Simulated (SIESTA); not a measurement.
**Rb in SIESTA: convergence with EnergyShift**

Slab: Rb, a slab with vacuum.

```
Rb
1.0
     5.07635    0.00000    0.00000
    -2.53818    4.44472    0.00000
     0.00000    0.00000   31.89601
Rb
5
Direct
  0.83971 0.67942 0.23514
  0.16029 0.32058 0.36757
  0.83971 0.67942 0.50000
  0.16029 0.32058 0.63243
  0.83971 0.67942 0.76486
```

The slab is cut from a database's or a generator's crystal, which needn't be the stable form of the element.

- Program: SIESTA 5.4.2
- Task: single point
- Functional: PBE
- Potentials or basis: PseudoDojo 0.4 standard (PBE files)
- Basis: DZP (energy shift 0.05 Ry; two zetas on semicore shells; d shell added on Rb)
- Grid cutoff: 500 Ry
- Energy shift: 0.05 Ry
- k mesh: 4 × 4 × 1
- Occupations: fermi-dirac, width 0.05 eV
- Spin: no spin polarisation

These are the settings of the first run; the series varies EnergyShift, with any setting tied to it.

Hardware: 1 thread of Intel(R) Xeon(R) Processor @ 2.50GHz (Skylake/Cascade Lake), with other jobs on the host.

| EnergyShift | energy less the tightest run, at zero smearing (meV/atom) | largest force (eV/Å) | SCF cycles | CPU time (s) | peak memory (GiB) |
| --- | --- | --- | --- | --- | --- |
| 0.05 | 3150.28 | 0.235 | 13 | 100 | 0.47 |
| 0.03 | 1775.65 | 0.122 | 12 | 110 | 0.5 |
| 0.02 | 1115.59 | 0.071 | 12 | 110 | 0.53 |
| 0.01 | 489.27 | 0.042 | 13 | 130 | 0.54 |
| 0.005 | 206.52 | 0.035 | 12 | 130 | 0.55 |
| 0.003 | 100.85 | 0.033 | 12 | 130 | 0.55 |
| 0.002 | 50.92 | 0.032 | 12 | 120 | 0.55 |
| 0.001 | 0.00 | 0.031 | 11 | 130 | 0.55 |

Against the tightest run, the largest force stays within 0.005 eV/Å from 0.005 on. Not settled before the last step: the energy (to 1 meV/atom). The tightest run that finished is the yardstick and may itself not be fully converged.
